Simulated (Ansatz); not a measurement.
Structure relaxation of SnSe₃

Method: Ansatz, DFT PBE, scalar-relativistic, plane waves, PAW. Cutoff 420 eV, Γ-centred k mesh, Gaussian smearing, no spin polarisation in the final step.

SnSe₃ was placed on the anti-Li3N structure type (P6/mmm, No. 191), with Sn in place of N, Se in place of Li, at a guessed volume.

```
CELL_PARAMETERS angstrom
4.92148 0.00000 0.00000
-2.46074 4.26213 0.00000
0.00000 0.00000 5.19411
ATOMIC_POSITIONS crystal
Sn 0.00000 0.00000 0.00000
Se 0.00000 0.00000 0.50000
Se 0.33333 0.66667 0.00000
Se 0.66667 0.33333 0.00000
```

Steps on the 6×6×4 mesh (4 atoms). 4 of 4 steps are shown, and the free energy counts from the last. Trial steps that were taken back and renewals of the plane-wave basis can be among the rows.

```
step  ΔF (meV/atom) V (Å³/atom) P (GPa)
   1           47.1        27.24     5.54
   2            2.2        30.83    -0.81
   3            0.4        30.32    -0.17
   4            0.0        30.32    -0.18
```

A final relaxation ran on a 12×12×10 mesh. The relaxed crystal, P6/mmm (No. 191):

```
Sn Se
1.0
     5.11300    0.00000    0.00000
    -2.55650    4.42799    0.00000
     0.00000    0.00000    5.32590
Sn Se
1 3
Direct
  0.00000 0.00000 0.00000
  0.00000 0.00000 0.50000
  0.33333 0.66667 0.00000
  0.66667 0.33333 0.00000
```

```yaml
Volume_per_atom: 30.15 Å³
Density: 4.90 g/cm³
Energy_over_the_elements: 0.37 eV/atom
Gap_on_the_12×12×10_mesh: 0 eV (a metal)
```

Energies over the elements count from the elements' standard structures at the same level, with no empirical corrections.

The final run used a 12×12×10 mesh on its 4-atom cell and 0.10 eV smearing. The k mesh leaves about 4 meV/atom of noise in metals.

A structure relaxed within its symmetry needn't be a true minimum.

Cost: 3 runs of about 0.64 core-minutes in all, on AMD EPYC 9R45 (Zen 5) (shared hosts).